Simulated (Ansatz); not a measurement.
**ZrSi₂ under pressure: fit and missing row**

ZrSi₂, Cmcm, a = 3.705 Å, b = 14.788 Å, c = 3.679 Å. The structure is a COD entry; whether it is the stable form wasn't checked. Ansatz: PBE, PAW, 420 eV, Γ-centred 10×10×10 mesh on 6 atoms, Gaussian smearing 0.10 eV; no spin polarisation. Cell and atoms are relaxed at each pressure, and no other structure is tried, so the rows at high pressure may lie past a change of phase.

| V (Å³/atom) | P (GPa) |
| --- | --- |
| ? | 89.99 |
| 13.099 | 49.99 |
| 14.451 | 25.01 |
| 15.469 | 12.00 |
| 16.293 | 4.01 |
| 16.666 | 0.99 |
| 16.799 | 0.00 |
| 16.939 | -1.01 |

**Question.** Take V0 = 16.799 Å³/atom, fit the third-order Birch–Murnaghan form to the other rows, and predict the missing volume.

**Answer.** With the Eulerian strain f = ½[(V0/V)^(2/3) − 1] and y = P/[3f(1 + 2f)^(5/2)], the form is the line y = B0 + 1.5 B0 (B0′ − 4) f. Rows (f, y): 0.09020, 122.0; 0.05279, 122.9; 0.02826, 123.4; 0.01030, 123.3; 0.00266, 122.4; -0.00276, 123.7. Means f = 0.03024, y = 122.95; Σ(Δf)² = 0.006355, ΣΔfΔy = -0.07554; the slope is their ratio. y = 123.3 − 11.89 f GPa, so B0 = 123.3 GPa and B0′ = 4 + 2 × (-11.89)/(3 × 123.3) = 3.94. P = 89.99 GPa is met at f = 0.13540 (y = 121.69), so V = V0 (1 + 2f)^(−3/2) = 11.726 Å³/atom. The run gave 11.704 Å³/atom, so the fit is 0.022 Å³/atom too high, 0.42 % of the span of the series, against an rms of 0.002 Å³/atom on the fitted rows. The row lies outside the fitted range. A fourth-order term fitted to the same rows gives P = 89.54 GPa at this row's volume (the line 90.81, the run 89.99), which recovers part of the miss. Also, this row ran on the mesh 12×12×10, its neighbour on 10×10×10, which can shift it a little.

The mesh isn't the same in all rows (10×10×10, 12×12×10).